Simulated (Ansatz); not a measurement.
**Ga (Cmce): equation of state**

One table from this session's results is given with a row withheld; the runs are named, their logs left out.

Method: DFT PBE, scalar-relativistic, plane waves, PAW, in Ansatz 0.2.0.

## Starting point

Symmetry: Cmce, No. 64, orthorhombic system. The conventional cell has a = 4.587 Å, b = 7.741 Å, c = 4.579 Å, α = 90.00°, β = 90.00°, γ = 90.00°. Around Ga (site symmetry m) lie 7 Ga at 2.54 to 2.82 Å.

As a file:

```
CELL_PARAMETERS angstrom
2.29331 -3.87051 0.00000
2.29331 3.87051 0.00000
0.00000 0.00000 4.57908
ATOMIC_POSITIONS crystal
Ga 0.84358 0.15642 0.08236
Ga 0.65642 0.34358 0.58236
Ga 0.15642 0.84358 0.91764
Ga 0.34358 0.65642 0.41764
```

This cell comes from an earlier session at PBE: 20.323 Å³/atom at 0.00 GPa, on a 10×10×10 mesh.

Volume factors to run: 0.980, 1.020, 0.960, 1.040.

The first run:

Contents of input.yaml:

```yaml
crystal:
  lattice:
    - [2.2779156073, -3.8445349115, 0.0]
    - [2.2779156073, 3.8445349115, 0.0]
    - [0.0, 0.0, 4.5483451367]
  atoms:
    - { symbol: Ga, position: [0.8435821433, 0.1564178567, 0.0823639114] }
    - { symbol: Ga, position: [0.6564178567, 0.3435821433, 0.5823639114] }
    - { symbol: Ga, position: [0.1564178567, 0.8435821433, 0.9176360886] }
    - { symbol: Ga, position: [0.3435821433, 0.6564178567, 0.4176360886] }
basis:
  ecutwfc: 420
  ecutrho_ratio: 4
kpoints:
  mp_grid: { grid: [10, 10, 10] }
hamiltonian:
  xc: pbe
scf:
  occupations: { method: gaussian, width: 0.05 }
output:
  forces: true
  stress: true
  eigenvalues: true
relax:
  f_tol: 0.01
  max_steps: 40
  cell: { stress_tol: 0.1, fix: [volume] }
```

Launch:

```
> ansatz run input.yaml --threads 2 --pin off --max-ram 5120MiB --backend cpu --events-out ev --progress --plain --runs-dir out
```

Steps of the session up to this table: At 0.980 of the relaxed volume; Volume × 1.020; Scaling the volume by 0.960; Volume × 1.040.

One table of the session follows, with a row left open; its other results are not shown here.

It belongs to the step «Energy and pressure against volume». 

```
volume (Å³/atom)  energy (meV/atom)  pressure (GPa)
          19.510               5.18            2.17
          19.916                  ?               ?
          20.323               0.00            0.00
          20.729               1.13           -0.90
          21.135               4.43           -1.71
```

**Question.** Estimate the row for volume (Å³/atom) = 19.916.

Worked estimate for «energy (meV/atom)». A straight line through the neighbours (19.510, 5.18) and (20.323, 0.00) gives 5.18 + (0.00 − 5.18) × (19.916 − 19.510) / (20.323 − 19.510) = 2.59; a parabola fitted to 3 rows on both sides gives 1.35.

The run gave: energy (meV/atom): 1.22; pressure (GPa): 1.00. In «energy (meV/atom)» the line misses by +1.37 and the parabola by +0.13.
